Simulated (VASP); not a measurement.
Zn2SnN2:

```
Zn Sn N
1.0
     0.00000    2.54824    5.53221
     2.52241    0.00000    5.53221
     2.52241    2.54824    0.00000
Zn Sn N
2 1 2
Direct
  0.75000 0.75000 0.75000
  0.25000 0.25000 0.25000
  0.00000 0.00000 0.00000
  0.36320 0.36320 0.63680
  0.63680 0.63680 0.36320
```

The cell was built by a generator and needn't be a form met in nature.

```yaml
Program: VASP 6.6.1
Task: relaxation of cell and atoms
Functional: PBE
Potentials_or_basis: VASP PAW PBE potentials, release 64 (Zn, Sn_d, N)
Cutoff: 520 eV
k_mesh: 4 × 4 × 4
Occupations: gaussian, width 0.15 eV
Spin: no spin polarisation
```

At the start: pressure -3.4 GPa; volume 14.22 Å³/atom.

How do energy, volume and symmetry change on relaxing?

Over 6 steps the energy falls by 18.1 meV/atom and the volume is 14.12 Å³/atom (-0.8 %); space group I4/mmm (No. 139, to 0.05 Å).

The path:
| step | energy change (eV) | largest force (eV/Å) | pressure (GPa) | volume (Å³) |
| --- | --- | --- | --- | --- |
| 1 | 0.0000 | 0.8256 | -3.39 | 71.12 |
| 2 | -0.0513 | 0.2678 | 2.40 | 68.07 |
| 3 | -0.0539 | 0.3769 | 1.55 | 68.57 |
| 4 | -0.0751 | 0.2167 | 0.67 | 69.29 |
| 5 | -0.0833 | 0.1415 | 0.53 | 69.72 |
| 6 | -0.0903 | 0.0185 | -0.02 | 70.58 |

Final structure:
```
Zn Sn N
1.0
     0.00000    2.52713    5.52684
     2.52673    0.00000    5.52684
     2.52673    2.52713    0.00000
Zn Sn N
2 1 2
Direct
  0.75000 0.75000 0.75000
  0.25000 0.25000 0.25000
  0.00000 0.00000 0.00000
  0.35390 0.35390 0.64610
  0.64610 0.64610 0.35390
```

Caveat: the k mesh is coarse (spacing up to 0.46 Å⁻¹), so the values aren't converged; the relaxation stopped at a loose force limit of 0.08 eV/Å, so its end isn't a converged minimum.
